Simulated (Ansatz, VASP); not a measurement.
Given: the input of a run of VASP 6.6.1 on Sn.

Contents of INCAR:

```
SYSTEM = Sn
PREC = Accurate
ENCUT = 520
EDIFF = 1E-6
ISMEAR = 1
SIGMA = 0.1
LREAL = .False.
LASPH = .True.
NELM = 80
ALGO = Normal
ISIF = 2
LWAVE = .False.
LCHARG = .True.
GGA = PS
LELF = .True.
LVHAR = .True.
NBANDS = 13
```

File KPOINTS:

```
regular mesh
0
Gamma
  10 10 10
  0 0 0
```

Contents of POSCAR:

```
Sn
1.0
   -2.0426281431      2.0426281431      1.6717587207
    2.0426281431     -2.0426281431      1.6717587207
    2.0426281431      2.0426281431     -1.6717587207
Sn
1
Direct
    0.0000000000      0.0000000000      0.0000000000
```

Potentials or basis: VASP PAW PBE potentials, release 64 (Sn_d).

The run is started by

```sh
$ cat potpaw_PBE.64/Sn_d/POTCAR > POTCAR
$ mpirun -np 1 vasp_std > vasp.out
```

Translate it to Ansatz 0.2.0. Potentials there: all-electron LAPW, scalar-relativistic.

As run (the cutoff follows the program's own potentials):

File input.yaml:

```yaml
crystal:
  lattice:
    - [-2.0426281431, 2.0426281431, 1.6717587207]
    - [2.0426281431, -2.0426281431, 1.6717587207]
    - [2.0426281431, 2.0426281431, -1.6717587207]
  atoms:
    - { symbol: Sn, position: [0.0, 0.0, 0.0] }
kpoints:
  mp_grid: { grid: [10, 10, 10] }
scf:
  occupations: { method: methfessel_paxton, width: 0.1 }
hamiltonian:
  xc: pbesol
  pseudopotentials: { kind: all_electron, lapw: { basis_error: 0.001 } }
output:
  forces: true
  stress: true
  eigenvalues: true
```

Potentials or basis: all-electron LAPW, scalar-relativistic.

Run with:

```console
$ ansatz run input.yaml --threads 1 --pin off --max-ram 3072MiB --backend cpu --events-out ev --progress --plain --runs-dir out
```

Both were run:

|  | VASP | Ansatz | Ansatz less VASP |
| --- | --- | --- | --- |
| gap on the k mesh at the Fermi level (eV) | none | none | - |
| pressure (GPa) | -2.8 | -2.8 | +0.04 |
| largest component of the traceless stress (GPa) | 0.49 | 0.49 | +0.001 |

A gap of «none» marks a metal or a gap that the smearing closes. Ansatz ran all-electron here, so the differences hold the error of VASP's frozen core and of both bases.

Caveats: the PAW data sets were made with another functional, which shifts forces and pressure a little (VASP).
